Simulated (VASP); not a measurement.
Au:

```
CELL_PARAMETERS angstrom
0.00000 2.03500 2.03500
2.03500 0.00000 2.03500
2.03500 2.03500 0.00000
ATOMIC_POSITIONS crystal
Au 0.00000 0.00000 0.00000
```

Base run:

| Item | Value |
| --- | --- |
| Program | VASP 6.6.1 |
| Functional | r2SCAN |
| Potentials or basis | VASP PAW PBE potentials, release 64 (Au) |
| Cutoff | 520 eV |
| k mesh | 11 × 11 × 11 |
| Occupations | fermi-dirac, width 0.05 eV |
| Spin | no spin polarisation |

Its results: pressure 7.2 GPa.

The run is repeated on the same cell with these changes: functional from r2SCAN to SCAN; further incar settings from ALGO = Normal; EDIFF = 1e-07; NBANDS = 12 to ALGO = Normal; EDIFF = 1e-06; NBANDS = 12. What comes out?

Pressure 1.7 GPa.

Caveats: the PAW data sets were made with another functional, which shifts forces and pressure a little.
